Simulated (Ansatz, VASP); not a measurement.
# NbSi: VASP beside Ansatz

Contents of INCAR:

```
SYSTEM = NbSi
PREC = Accurate ; ENCUT = 520
EDIFF = 1E-6 ; ISMEAR = -1
SIGMA = 0.05 ; LREAL = .FALSE.
LASPH = .TRUE. ; NELM = 60
ALGO = Normal ; ISIF = 2
LWAVE = .FALSE. ; LCHARG = .FALSE.
GGA = PE ; NBANDS = 16
```

Contents of KPOINTS:

```
Automatic mesh
0
G
  9 9 9
  0 0 0
```

File POSCAR:

```
NbSi
1.0
    0.0000000000      2.6243100707      2.6243100707
    2.6243100707      0.0000000000      2.6243100707
    2.6243100707      2.6243100707      0.0000000000
Nb Si
1 1
Direct
    0.0000000000      0.0000000000      0.0000000000
    0.5000000000      0.5000000000      0.5000000000
```

input.yaml

```yaml
crystal:
  lattice:
    - [0.0, 2.6243100707, 2.6243100707]
    - [2.6243100707, 0.0, 2.6243100707]
    - [2.6243100707, 2.6243100707, 0.0]
  atoms:
    - { symbol: Nb, position: [0.0, 0.0, 0.0] }
    - { symbol: Si, position: [0.5, 0.5, 0.5] }
hamiltonian:
  xc: pbe
  pseudopotentials: { kind: paw, azcp: { folder: soft_1 } }
kpoints:
  mp_grid: { grid: [9, 9, 9] }
scf:
  occupations: { method: fermi_dirac, width: 0.05 }
output:
  forces: true
  stress: true
  eigenvalues: true
```

The cell was built by a generator and needn't be a form met in nature.

Alike in both runs: task single point; functional PBE; k mesh 9 × 9 × 9; occupations fermi-dirac, width 0.05 eV; no spin polarisation.

|  | VASP | Ansatz |
| --- | --- | --- |
| version | VASP 6.6.1 | Ansatz 0.2.0 |
| potentials or method | VASP PAW PBE potentials, release 64 (Nb_sv, Si) | Ansatz PAW soft_1 |
| plane-wave cutoff (eV) | 520 | 420 |
| valence electrons in the cell | 17 | 17 |

```csv
,VASP,Ansatz,Ansatz less VASP
gap on the k mesh at the Fermi level (eV),none,none,-
pressure (GPa),-8.0,-7.8,+0.15
```

A gap of «none» marks a metal or a gap that the smearing closes.
